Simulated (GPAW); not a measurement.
# GaN (P6_3mc) in GPAW: further runs

The runs below take GaN through single point, with LDA, PBE.

All numbers are computed with GPAW 26.7.0; they aren't measurements. Logs are shortened: lines on timing, memory, paths and dates and some standing lists are left out, and cuts for length are marked. The log counts tension as positive stress, the text compression.

**Measured values to compare with.**

“Studying electronic properties in GaN without electrical contacts using γ-γ vs e−-γ Perturbed Angular Correlations”, 2019, pmc:6823545 quotes, for a bulk crystal of GaN: band gap 3.503 ± 0.005 eV (direct).

How close the calculation comes is told below.

## Step 1: The structure

It takes space group P6_3mc (No. 186, hexagonal). The conventional cell has a = 3.180 Å, b = 3.180 Å, c = 5.166 Å, α = 90.00°, β = 90.00°, γ = 120.00°. Ga (site symmetry 3m) is surrounded by 4 N at 1.94 to 1.95 Å. N (site symmetry 3m) has 4 Ga at 1.94 to 1.95 Å as nearest neighbours.

## Step 2: Single point, LDA

The input, run.py:

```python
from ase.dft.bandgap import bandgap
from ase.io import read, write
from ase.units import GPa
from gpaw import GPAW, PW

atoms = read('GaN.xyz')

calc = GPAW(mode=PW(650),
            xc='LDA',
            kpts={'size': (8, 8, 4), 'gamma': True},
            occupations={'name': 'fermi-dirac', 'width': 0.05},
            nbands=18,
            maxiter=120,
            txt='gpaw.txt')
atoms.calc = calc
energy = atoms.get_potential_energy()
forces = atoms.get_forces()
stress = atoms.get_stress()
calc.write('gs.gpw')
write('result.traj', atoms)
print(f'Energy: {energy:.6f} eV')
print('Forces (eV/A):')
print(forces.round(4))
print('Stress (GPa):', (stress / GPa).round(3))
print('Fermi level:', round(calc.get_fermi_level(), 4), 'eV')
print(f'Gap: {bandgap(calc)[0]:.4f} eV, direct: {bandgap(calc, direct=True)[0]:.4f} eV')
```

The input, GaN.xyz:

```xyz
4
Lattice="3.1800000000 0.0000000000 0.0000000000 -1.5900000000 2.7539607840 0.0000000000 0.0000000000 0.0000000000 5.1660000000" Properties=species:S:1:pos:R:3 pbc="T T T"
Ga     1.5900000002      0.9179869279      2.5830000000
Ga    -0.0000000002      1.8359738561      0.0000000000
N      1.5900000002      0.9179869279      4.5202500000
N     -0.0000000002      1.8359738561      1.9372500000
```

Potentials or basis: the program's PAW data sets (release 1.2.1) made for this functional, pw.

The run is started by

```sh
$ OMP_NUM_THREADS=1 python run.py
```

gpaw.txt:

```text
__  _  _
 | _ |_)|_||  |
 |__||  | ||/\| - 26.7.0

Input parameters:
  mode=PW(ecut=650.0),
  kpts=MonkhorstPack(size=(8, 8, 4), gamma=True),
  maxiter=120,
  nbands=18,
  occupations=Occupations(name='fermi-dirac', width=0.05),
  xc=XC(name='LDA')

Diagonalizing LCAO Hamiltonian
Converting LCAO to pw mode

           N

           Ga
        N

        Ga

Atoms  # Å, Bohr magnetons
|   | symbol |         x |        y |        z |    initial magnetic moments |
|---|--------|-----------|----------|----------|-----------------------------|
| 0 |     Ga |  1.590000 | 0.917987 | 2.583000 | ( 0.0000,  0.0000,  0.0000) |
| 1 |     Ga | -0.000000 | 1.835974 | 0.000000 | ( 0.0000,  0.0000,  0.0000) |
| 2 |      N |  1.590000 | 0.917987 | 4.520250 | ( 0.0000,  0.0000,  0.0000) |
| 3 |      N | -0.000000 | 1.835974 | 1.937250 | ( 0.0000,  0.0000,  0.0000) |

Unit cell  # Å
| periodic |         x |        y |        z |  lengths |     angles |
|----------|-----------|----------|----------|----------|------------|
|      yes |  3.180000 | 0.000000 | 0.000000 | 3.180000 |  90.000000 |
|      yes | -1.590000 | 2.753961 | 0.000000 | 3.180000 |  90.000000 |
|      yes |  0.000000 | 0.000000 | 5.166000 | 5.166000 | 120.000000 |

Number of symmetries: 6
Symmetry operations  # r_c * U_cc + t_c -> r_c
|   | kind |            matrix            |
|---|------|------------------------------|
| 0 |  σ   |  1, 1, 0,  0,-1, 0,  0, 0, 1 |
| 1 |  E   |  1, 0, 0,  0, 1, 0,  0, 0, 1 |
| 2 |  C3  |  0, 1, 0, -1,-1, 0,  0, 0, 1 |
| 3 |  σ   |  0,-1, 0, -1, 0, 0,  0, 0, 1 |
| 4 |  σ   | -1, 0, 0,  1, 1, 0,  0, 0, 1 |
| 5 |  C3  | -1,-1, 0,  1, 0, 0,  0, 0, 1 |

BZ-sampling:
  Number of BZ points: 256
  Number of IBZ points: 35

  Monkhorst-Pack size: [8, 8, 4]
  Monkhorst-Pack shift: [0.0625, 0.0625, 0.125]

K-points  # in reciprocal-cell coordinates
|     |                                coordinates |     weight |
|-----|--------------------------------------------|------------|
|   0 | (  0.00000000,   0.00000000,   0.00000000) | 0.00390625 |
|   1 | (  0.00000000,   0.00000000,   0.25000000) | 0.00781250 |
|   2 | (  0.00000000,   0.00000000,   0.50000000) | 0.00390625 |
|   3 | (  0.12500000,   0.00000000,  -0.25000000) | 0.02343750 |
|   4 | (  0.12500000,   0.00000000,   0.00000000) | 0.02343750 |
|   5 | (  0.12500000,   0.00000000,   0.25000000) | 0.02343750 |
|   6 | (  0.12500000,   0.00000000,   0.50000000) | 0.02343750 |
|   7 | (  0.25000000,  -0.12500000,   0.00000000) | 0.02343750 |
|   8 | (  0.25000000,  -0.12500000,   0.25000000) | 0.04687500 |
|   9 | (  0.25000000,  -0.12500000,   0.50000000) | 0.02343750 |
| ... |                                            |            |
|  34 | (  0.50000000,   0.50000000,   0.50000000) | 0.01171875 |

Plane wave coefficients: 1737
Cutoff: 650.0 eV

Spin-components: 1 (collinear spins)
Bands:           18
Projectors:      20
Spin-degeneracy: 2
Datatype:        complex128

Parallelization:
  kpt:    1
  domain: 1
  band:   1

Density:
  Valence electrons: 16.0
  Components: 1
  Grid points: [20 20 32]
  Charge: 0.0  # |e|

Potential:
  Grid points: [20 20 32]

species:
  Ga:
    name:    Gallium
    Z:       31.0
    valence: 3
    core:    28
    charge:  0.0  # [|e|]
    compensation charges:
      type: gauss
      rc: 0.37  # [Å]
      lmax: 2
    cutoffs:
      filter: 2.06  # [Å]
      core: 4.17  # [Å]
    projectors
    | kind |    occ | energy [eV] | rcut [Å] |
    |------|--------|-------------|----------|
    |   4s |  2.000 |      -9.167 |    1.164 |
    |   4p |  1.000 |      -2.734 |    1.164 |
    |    s |        |      18.045 |    1.164 |
    |    p |        |      24.478 |    1.164 |
    |    d |        |       0.000 |    1.164 |

    Using partial waves for Ga as LCAO basis

  N:
    name:    Nitrogen
    Z:       7.0
    valence: 5
    core:    2
    charge:  0.0  # [|e|]
    compensation charges:
      type: gauss
      rc: 0.18  # [Å]
      lmax: 2
    cutoffs:
      filter: 1.11  # [Å]
      core: 0.96  # [Å]
    projectors
    | kind |    occ | energy [eV] | rcut [Å] |
    |------|--------|-------------|----------|
    |   2s |  2.000 |     -18.420 |    0.603 |
    |   2p |  3.000 |      -7.237 |    0.529 |
    |    s |        |       8.791 |    0.603 |
    |    p |        |      19.974 |    0.529 |
    |    d |        |       0.000 |    0.577 |

    Using partial waves for N as LCAO basis

Reference energy: -108557.861093  # eV

eigensolver:
  PPCG
  Converge bands: occupied
  niter=2

density mixing:
  MSR1-Mixer
  Pratt-step length: 0.05
  Maximum mixing coefficient: 0.75
  Old densities: 10
  SVD Regularization: 0.005
  Good broyden scale: 1.0
  Trust region scale: 1.0
  Backstep threshold: 4.0
  History deletion threshold: 6.0
  Fourier metric: weight=20.0, sigma=0.015

occupation numbers:
  Fermi-Dirac:
    width: 0.0500  # eV

poisson solver:
  ecut: 5200.0  # eV

xc functional:
  name: None

convergence criteria:
- Maximum [total energy] change in last 3 cyles: 0.0005 eV / valence electron
- Maximum integral of absolute [dens]ity change: 0.0001 electrons / valence electron
- Maximum integral of absolute [eigenst]ate change: 4e-08 eV^2 / valence electron
maximum number of iterations: 120

SCF iterations
|iter     | |      energy | eigst |  dens |
|---------|-|-------------|-------|-------|
|iter:   1| |  -31.172553 | -0.28 |       |
|iter:   2| |  -30.230253 | -1.88 | -0.57 |
|iter:   3| |  -27.648109 | -0.58 | -0.63 |
|iter:   4| |  -27.620099 | -2.91 | -1.31 |
|iter:   5| |  -27.610633 | -3.42 | -1.59 |
|iter:   6| |  -27.610611 | -5.55 | -2.85 |
|iter:   7| |  -27.610616c| -6.39 | -3.24 |
|iter:   8| |  -27.610616c| -7.80c| -4.24c|

Converged in 8 steps
Energy contributions relative to reference atoms: (reference = -108557.861093)

Energy contributions:
  Kinetic:          69.143982
  Coulomb:         -60.712008
  Zero:              0.165989
  External:          0.000000
  Xc:              -36.208578
  Entropy:          -0.000000
  Spinorbit:         0.000000
  ----------------------------
  Free energy:     -27.610616
  Extrapolated:    -27.610616

dipole moment: (-0.000038, -0.000032, -11.633745)  # |e|*Ang

Fermi level: 7.192
Eigenvalues  # (at kpt = [0.000, 0.000, 0.000])
| band index |      eig [eV] | occ [0-2] |
|------------|---------------|-----------|
|          0 |        -9.691 |     2.000 |
|          1 |        -7.224 |     2.000 |
|          2 |        -0.985 |     2.000 |
|          3 |         5.123 |     2.000 |
|          4 |         5.123 |     2.000 |
|          5 |         6.128 |     2.000 |
|          6 |         6.191 |     2.000 |
|          7 |         6.191 |     2.000 |
|          8 |         8.298 |     0.000 |
|          9 |        10.510 |     0.000 |
|         10 |        15.424 |     0.000 |
|         11 |        16.020 |     0.000 |
|         12 |        16.020 |     0.000 |
|         13 |        16.952 |     0.000 |
|         14 |        17.885 |     0.000 |
|         15 |        17.885 |     0.000 |
|        ... |               |           |
|         17 |        21.435 |     0.000 |

Gap: 2.107 eV
Transition (v -> c):
  (s=0, k=0, n=7, [0.00, 0.00, 0.00]) -> (s=0, k=0, n=8, [0.00, 0.00, 0.00])
No difference between direct/indirect transitions

Forces  # eV/Ang
|        x |       y |        z |
|----------|---------|----------|
| -0.00000 | 0.00000 | -0.16894 |  # Ga   0
| -0.00000 | 0.00000 | -0.16888 |  # Ga   1
|  0.00000 | 0.00000 |  0.16886 |  # N    2
|  0.00000 | 0.00000 |  0.16881 |  # N    3

Stress tensor  # eV/Ang^3
|        x |        y |         z |
|----------|----------|-----------|
| 0.004147 | 0.000000 |  0.000000 |
| 0.000000 | 0.004147 |  0.000000 |
| 0.000000 | 0.000000 | -0.009836 |

# Writing to gs.gpw (mode='')
```

Run time: 15 s. Hardware: 1 thread of Arm Neoverse V1, shared host; peak memory 0.17 GiB.

Results:

```yaml
Free_energy: -27.6106 eV
Pressure: 0.1 GPa
Largest_force: 0.169 eV/Å
Band_gap_on_the_k_mesh: 2.11 eV, direct
```

Forces in eV/Å, atoms in the order of the input:
```
Ga   0.000  0.000 -0.169
Ga   0.000  0.000 -0.169
N    0.000  0.000  0.169
N    0.000  0.000  0.169
```

Stress tensor (GPa, compression positive):
```
-0.66  0.00  0.00
 0.00 -0.66  0.00
 0.00  0.00  1.58
```

Caveat: the cutoff is short for stress and forces, so pressures can be off by a GPa or more.

## Step 3: Single point, PBE

run.py: that of step 2 with these lines changed.

```diff
@@ -1,3 +1,4 @@
+from ase import Atoms
 from ase.dft.bandgap import bandgap
-from ase.io import read, write
+from ase.io import write
 from ase.units import GPa
@@ -5,6 +6,14 @@
 
-atoms = read('GaN.xyz')
+atoms = Atoms(['Ga', 'Ga', 'N', 'N'],
+              cell=[[3.18, 0.0, 0.0],
+                    [-1.59, 2.753960784, 0.0],
+                    [0.0, 0.0, 5.166]],
+              scaled_positions=[[0.6666666667, 0.3333333333, 0.5],
+                                [0.3333333333, 0.6666666667, 0.0],
+                                [0.6666666667, 0.3333333333, 0.875],
+                                [0.3333333333, 0.6666666667, 0.375]],
+              pbc=True)
 
-calc = GPAW(mode=PW(650),
-            xc='LDA',
+calc = GPAW(mode=PW(600),
+            xc='PBE',
             kpts={'size': (8, 8, 4), 'gamma': True},
```

Potentials or basis: GPAW PAW data sets (gpaw-data 1.2.1), pw.

The run is started by

```sh
$ OMP_NUM_THREADS=1 python run.py
```

Wall time 18 s (1 thread of Arm Neoverse V1, shared host); peak memory 0.16 GiB.

Results (log left out):

| Property | Result |
| --- | --- |
| Free energy | -23.8198 eV |
| Pressure | 9.7 GPa |
| Largest force | 0.181 eV/Å |
| Band gap on the k mesh | 2.05 eV, direct |

Forces on the atoms (eV/Å):
```
Ga   0.000  0.000 -0.181
Ga   0.000  0.000 -0.181
N    0.000  0.000  0.176
N    0.000  0.000  0.177
```

Stress tensor (GPa, compression positive):
```
 8.97  0.00  0.00
 0.00  8.97  0.00
 0.00  0.00 11.21
```

Levels at points of the mesh, in eV from the valence-band top:
```csv
k point,band 4,band 5,band 6,band 7,band 8,band 9,band 10,band 11,band 12,band 13
"(0.00, 0.00, 0.00)",-1.06,-1.06,-0.07,0.00,0.00,2.05,4.39,9.36,10.00,10.00
"(0.00, 0.00, 0.50)",-3.98,-0.55,-0.55,-0.55,-0.55,4.38,4.38,8.64,8.64,10.51
"(0.50, 0.50, 0.00)",-5.30,-4.26,-2.74,-2.29,-0.98,5.14,5.70,6.16,8.80,10.43
"(0.50, 0.50, 0.50)",-6.66,-1.95,-1.95,-1.92,-1.92,4.49,4.49,7.93,7.93,10.12
```

Caveat: the cutoff is short for stress and forces, so pressures can be off by a GPa or more.

## Step 4: How close it comes

Step 2. Against the measured gap of GaN, 3.503 eV (direct; quoted in “Studying electronic properties in GaN without electrical contacts using γ-γ vs e−-γ Perturbed Angular Correlations”, 2019, pmc:6823545), the calculated 2.11 eV is off by -1.40 eV. Spin-orbit coupling on Ga is left out. The value is that of LDA, without temperature or zero-point motion. Semilocal functionals fall short of measured gaps as a rule.

Step 3. Against the measured gap of GaN, 3.503 eV (direct; quoted in “Studying electronic properties in GaN without electrical contacts using γ-γ vs e−-γ Perturbed Angular Correlations”, 2019, pmc:6823545), the calculated 2.05 eV is off by -1.45 eV. Spin-orbit coupling on Ga is left out. The value is that of PBE, without temperature or zero-point motion. Semilocal functionals fall short of measured gaps as a rule.
